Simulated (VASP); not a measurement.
Here is a VASP 6.6.1 calculation.

Contents of INCAR:

```
  ALGO = Normal
  EDIFF = 1E-6
  ENCUT = 700
  GGA = PS
  ISIF = 2
  ISMEAR = 0
  LASPH = True
  LCHARG = False
  LREAL = False
  LWAVE = False
  NBANDS = 16
  NELM = 100
  PREC = Accurate
  SIGMA = 0.02
```

File KPOINTS:

```
k-points
0
Gamma
  8 8 8
```

File POSCAR:

```
GaP
1.0
    0.0000000000      2.7183900000      2.7183900000
    2.7183900000      0.0000000000      2.7183900000
    2.7183900000      2.7183900000      0.0000000000
Ga P
1 1
Direct
    0.0000000000      0.0000000000      0.0000000000
    0.7500000000      0.7500000000      0.7500000000
```

Potentials or basis: VASP PAW PBE potentials, release 64 (Ga_d, P).

Run with:

```console
$ cat potpaw_PBE.64/Ga_d/POTCAR potpaw_PBE.64/P/POTCAR > POTCAR
$ mpirun -np 1 vasp_std > vasp.out
```

(1) Estimate the band gap on the k mesh.

(2) Predict the pressure.

Results:

(1) 1.50 eV, indirect (least direct gap 1.81 eV).

(2) 0.0 GPa.

Caveat: the PAW data sets were made with another functional, which shifts forces and pressure a little.

**Measured values to compare with.**

From “Stacking defects in GaP nanowires: Electronic structure and optical properties”, 2018, arxiv:1810.01194, for a bulk crystal of GaP at 10 K: band gap 2.34 eV (indirect).

Against the measured gap of GaP, 2.34 eV (indirect; 10 K; quoted in “Stacking defects in GaP nanowires: Electronic structure and optical properties”, 2018, arxiv:1810.01194), the calculated 1.50 eV is off by -0.84 eV. Spin-orbit coupling on Ga is left out. The value is that of PBEsol on a finite k mesh, which can miss the band edges, without temperature or zero-point motion. Semilocal functionals fall short of measured gaps as a rule. The cell is a database's relaxed one, not the measured one, which moves gaps too.
